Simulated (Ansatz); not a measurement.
# TiTe2: response to strain

Aim: deform TiTe2 (zz strain of -1 %) and compute stress, forces and field gradients with LAPW, PAW and all-electron datasets made for the crystal.

Computed with Ansatz 0.2.0 (DFT PBEsol, scalar-relativistic, unless a step's input says otherwise).

## (1) The starting structure

The structure is trigonal, space group P-3m1 (No. 164). The conventional cell has a = 3.777 Å, b = 3.777 Å, c = 6.498 Å, α = 90.00°, β = 90.00°, γ = 120.00°. Around Ti (site symmetry -3m) lie 6 Te at 2.77 Å. Te (site symmetry 3m) has 3 Ti at 2.77 Å in its first shell of neighbours.

Coordinates:

```xyz
3
Lattice="3.7770 0.0000 0.0000 -1.8885 3.2710 0.0000 0.0000 0.0000 6.4980" Properties=species:S:1:pos:R:3 pbc="T T T"
Ti    0.0000    0.0000    0.0000
Te    1.8885    1.0903    1.7077
Te    0.0000    2.1807    4.7903
```

Atoms are numbered in the order of the input: Ti1, Te2, Te3.

## (2) After the deformation

Space group P-3m1 before, P-3m1 after.

## (3) All-electron LAPW

input.yaml reads:

```yaml
crystal:
  lattice:
    - [3.7770008876, 0.0, 0.0]
    - [-1.8885004438, 3.2709787188, 0.0]
    - [0.0, 0.0, 6.43302]
  atoms:
    - { symbol: Ti, position: [0.0, 0.0, 0.0] }
    - { symbol: Te, position: [0.6666666667, 0.3333333333, 0.2628] }
    - { symbol: Te, position: [0.3333333333, 0.6666666667, 0.7372] }
kpoints:
  mp_grid: { grid: [13, 13, 7] }
  band_path:
    path:
      - [0.0, 0.0, 0.0]
      - [0.5, 0.0, 0.0]
      - [0.3333333333, 0.3333333333, 0.0]
      - [0.0, 0.0, 0.0]
      - [0.0, 0.0, 0.5]
      - [0.5, 0.0, 0.5]
      - [0.3333333333, 0.3333333333, 0.5]
      - [0.0, 0.0, 0.5]
      - [0.5, 0.0, 0.5]
    npoints: 5
scf:
  occupations: { method: fermi_dirac, width: 0.03 }
hamiltonian:
  xc: pbesol
  pseudopotentials: { kind: all_electron, lapw: { basis_error: 0.001 } }
output:
  forces: true
  stress: true
  eigenvalues: true
```

Run with:

```console
$ ansatz run input.yaml --threads 1 --pin off --max-ram 4096MiB --backend cpu --events-out ev --progress --plain --runs-dir out
```

Output (excerpt; [...] marks lines left out):

```text
LAPW: plane waves up to 7.976 Å⁻¹, error target 1.0e-3 eV per atom; small_component_spin mean_spin; Ti in spheres of 1.345 Å, 12 of its electrons in bands, Dirac shells []; Te in spheres of 1.415 Å, 24 of its electrons in bands, Dirac shells []
[...]
Pseudopotentials: kind: all_electron
Pseudopotential: Ti, LAPW, valence charge 12, Koelling and Harmon's equation, gaussian nucleus
Pseudopotential: Te, LAPW, valence charge 24, Koelling and Harmon's equation, gaussian nucleus
Functional definition: PBEsol
[...]
Crystal: 3 atoms, lattice volume = 79.477 Å³
Basis set: ecut = 242.3563167410017 eV, 701 PW (Γ), exchange–correlation at level 2
Bands: 36, of which v1, the nominal top of the filled ones, is band 30 counted from 1 (29 counted from 0)
Symmetry: 12 space group operations
Space group: P-3m1 (ITA 164), of the structure as read, at distance tolerance 4.3e-5 Å
k-points: 126 of 1183
[...]
SCF iter   1: F=—  HF=-392821.903770 eV  |F-HF|=—  |Δ(HF+E_count)|=         —  Δρ=2.06e-2  dr2=1.29e0  ethr=2.15e-3  ⟨swp⟩=2.0  Hψ=30941  notcnv=0
[...]
the basis was enlarged: its passes take 282.7 KiB over the memory plan, 1 of 1 planned eigensolver slots
[...]
SCF iter   8: F=-392821.603012 eV  HF=-392821.603012 eV  |F-HF|=2.85e-9  |Δ(HF+E_count)|=   2.56e-9  Δρ=3.04e-6  dr2=7.55e-9  ethr=3.14e-10  ⟨swp⟩=2.0  Hψ=13627  notcnv=0
[...]
NSCF: frozen V_eff on 41 k-points
SCF converged after 8 iterations
Free energy (F): -392821.603012 eV
[...]
E sigma→0 (E₀):  -392821.600948 eV
Entropy (-TS):   -0.004127 eV (-1.376 meV/atom)
Fermi energy:    12.107202 eV
[...]
--- Forces (eV/Å), atoms counted from 1 ---
  atom   1  Ti     0.00000000    -0.00000000     0.00000000
  atom   2  Te     0.00000000     0.00000000     0.01471193
  atom   3  Te     0.00000000    -0.00000000    -0.01471193
[...]
--- Stress (GPa, compression-positive) ---
       -2.145878      -0.000000      -0.000000
       -0.000000      -2.145878      -0.000000
       -0.000000      -0.000000      -0.511154
  P = ⅓ Tr σ = -1.6010 GPa (-16.010 kbar)
--- Band table (eV; the first three rows and the last of 126) ---
[...]
```

Run time: 40 s. Hardware: 1 thread of Intel Xeon 6975P-C (Granite Rapids), shared host; peak memory 0.8 GiB.

Read from it: pressure -1.60 GPa; no gap; largest force 0.015 eV/Å.

## (4) PAW on the default files

input.yaml reads:

```yaml
crystal:
  lattice:
    - [3.7770008876, 0.0, 0.0]
    - [-1.8885004438, 3.2709787188, 0.0]
    - [0.0, 0.0, 6.43302]
  atoms:
    - { symbol: Ti, position: [0.0, 0.0, 0.0] }
    - { symbol: Te, position: [0.6666666667, 0.3333333333, 0.2628] }
    - { symbol: Te, position: [0.3333333333, 0.6666666667, 0.7372] }
kpoints:
  mp_grid: { grid: [13, 13, 7] }
scf:
  occupations: { method: fermi_dirac, width: 0.03 }
hamiltonian:
  xc: pbesol
  pseudopotentials: { kind: paw }
output:
  forces: true
  stress: true
  eigenvalues: true
  efg: { contact_densities: true }
```

Run with:

```console
$ ansatz run input.yaml --threads 1 --pin off --max-ram 4096MiB --backend cpu --events-out ev --progress --plain --runs-dir out
```

Output (excerpt; [...] marks lines left out):

```text
Te: output.efg is read without spin–orbit coupling, which moves field gradients at and beside such atoms by some per cent and up to a factor of two; PAW files take it under magnetization.noncollinear and magnetization.spin_orbit
[...]
Pseudopotentials: kind: paw
Pseudopotential: Ti, paw, valence charge 12, recommended cutoff 420 eV (normal)
Pseudopotential: Te, paw, valence charge 16, recommended cutoff 420 eV (normal)
Functional definition: PBEsol
[...]
Crystal: 3 atoms, lattice volume = 79.477 Å³
Basis set: ecut = 420 eV, 1569 PW (Γ), exchange–correlation on 54×54×90 points (8 copies of the dense FFT grid, shifted against one another)
Bands: 27, of which v1, the nominal top of the filled ones, is band 22 counted from 1 (21 counted from 0)
Symmetry: 12 space group operations
Space group: P-3m1 (ITA 164), of the structure as read, at distance tolerance 4.3e-5 Å
k-points: 126 of 1183
[...]
  atom   2  Te     0.00000000    -0.00000000     0.01574946
  atom   3  Te     0.00000000     0.00000000    -0.01574946
[...]
--- Stress (GPa, compression-positive) ---
       -2.147974      -0.000000      -0.000000
        0.000000      -2.147974      -0.000000
       -0.000000      -0.000000      -0.513274
  P = ⅓ Tr σ = -1.6031 GPa (-16.031 kbar)
--- PAW observables at the nuclei: V_zz in 10²¹ V/m², potentials from the cell's mean, atoms counted from 1 ---
  atom   1  Ti V_zz =    -2.942001   η = 0.0000   by run symmetry: allowed
            electrostatic potential = -2528.469969 V   contact ρ = 56636.456539 e/Å³
  atom   2  Te V_zz =    -5.964204   η = 0.0000   by run symmetry: allowed
            electrostatic potential = -8649.192295 V   contact ρ = 1466657.854367 e/Å³
  atom   3  Te V_zz =    -5.964204   η = 0.0000   by run symmetry: allowed
            electrostatic potential = -8649.192295 V   contact ρ = 1466657.854367 e/Å³
--- Band table (eV; the first three rows and the last of 126) ---
[... band rows left out ...]
[...]
```

It took 7.9 s on 1 thread of Intel Xeon 6975P-C (Granite Rapids), shared host; peak memory 0.57 GiB.

This run gives: pressure -1.60 GPa; no gap; largest force 0.016 eV/Å; Vzz Ti1 -2.94 (η = 0.00), Te2 -5.96 (η = 0.00) (10²¹ V/m²).

## (5) Datasets made for this crystal

input.yaml, as its differences from that of step 4:

```diff
@@ -15,3 +15,3 @@
   xc: pbesol
-  pseudopotentials: { kind: paw }
+  pseudopotentials: { kind: all_electron, datasets: crystal }
 output:
```

Run with:

```console
$ ansatz run input.yaml --threads 1 --pin off --max-ram 4096MiB --backend cpu --events-out ev --progress --plain --runs-dir out
```

Output (excerpt; [...] marks lines left out):

```text
[...]
Te: output.efg is read without spin–orbit coupling, which moves field gradients at and beside such atoms by some per cent and up to a factor of two; PAW files take it under magnetization.noncollinear and magnetization.spin_orbit
[...]
Pseudopotentials: kind: all_electron
Pseudopotential: Ti, paw, valence charge 12, recommended cutoff 240 eV (normal), Koelling and Harmon's equation, gaussian nucleus
Pseudopotential: Te, paw, valence charge 16, recommended cutoff 240 eV (normal), Koelling and Harmon's equation, gaussian nucleus
Functional definition: PBEsol
[...]
Crystal: 3 atoms, lattice volume = 79.477 Å³
Basis set: ecut = 240 eV, 677 PW (Γ), exchange–correlation on 40×40×72 points (8 copies of the dense FFT grid, shifted against one another)
Bands: 27, of which v1, the nominal top of the filled ones, is band 22 counted from 1 (21 counted from 0)
[...]
  atom   2  Te    -0.00000000    -0.00000000     0.01498034
  atom   3  Te     0.00000000     0.00000000    -0.01498034
[...]
--- Stress (GPa, compression-positive) ---
       -2.147780       0.000000      -0.000000
       -0.000000      -2.147780      -0.000000
       -0.000000      -0.000000      -0.512429
  P = ⅓ Tr σ = -1.6027 GPa (-16.027 kbar)
--- PAW observables at the nuclei: V_zz in 10²¹ V/m², potentials from the cell's mean, atoms counted from 1 ---
  atom   1  Ti V_zz =    -2.932951   η = 0.0000   by run symmetry: allowed
            electrostatic potential = -2527.045830 V   contact ρ = 56683.393817 e/Å³
  atom   2  Te V_zz =    -6.041319   η = 0.0000   by run symmetry: allowed
            electrostatic potential = -8647.206363 V   contact ρ = 1466483.721748 e/Å³
  atom   3  Te V_zz =    -6.041319   η = 0.0000   by run symmetry: allowed
            electrostatic potential = -8647.206363 V   contact ρ = 1466483.721748 e/Å³
--- Band table (eV; the first three rows and the last of 126) ---
[... band rows left out ...]
[...]
```

Wall time 25 s (1 thread of Intel Xeon 6975P-C (Granite Rapids), shared host); peak memory 0.89 GiB.

Read from it: pressure -1.60 GPa; no gap; largest force 0.015 eV/Å; Vzz Ti1 -2.93 (η = 0.00), Te2 -6.04 (η = 0.00) (10²¹ V/m²).

## (6) Stress and forces compared

Stress (GPa, compression positive):

```
          method     xx     yy     zz    yz    xz    xy
            LAPW  -2.15  -2.15  -0.51  0.00  0.00  0.00
             PAW  -2.15  -2.15  -0.51  0.00  0.00  0.00
crystal datasets  -2.15  -2.15  -0.51  0.00  0.00  0.00
```

Forces (eV/Å):

```csv
atom,LAPW x,LAPW y,LAPW z,PAW x,PAW y,PAW z,crystal datasets x,crystal datasets y,crystal datasets z
Ti1,0.000,0.000,0.000,0.000,0.000,0.000,0.000,0.000,0.000
Te2,0.000,0.000,0.015,0.000,0.000,0.016,0.000,0.000,0.015
Te3,0.000,0.000,-0.015,0.000,0.000,-0.016,0.000,0.000,-0.015
```

```
          method  pressure (GPa)  largest force (eV/Å)  Vzz Ti1 (10²¹ V/m²)  Vzz Te2 (10²¹ V/m²)  SCF cycles, by the record's count
            LAPW           -1.60                 0.015                    –                    –                                  8
             PAW           -1.60                 0.016                -2.94                -5.96                                  6
crystal datasets           -1.60                 0.015                -2.93                -6.04                                 13
```

## (7) Outcome

```
                                 quantity                                              value
                                 pressure  LAPW -1.60, PAW -1.60, crystal datasets -1.60 GPa
largest shear or deviatoric stress (LAPW)                                           1.09 GPa
```

**Reading.** The largest part of the stress beyond the pressure is 1.09 GPa in size, in the zz component; the atoms are carried along and not relaxed. No run of the undeformed cell stands beside it, so pressure and stress hold what the given cell had before the change, as far as its symmetry allows. PAW: stress within 0.01 GPa of LAPW. Crystal datasets: stress within 0.01 GPa of LAPW. Spin-orbit coupling is left out, though the cell holds Te; in elements this heavy it can shift bands and gaps by tenths of an eV.
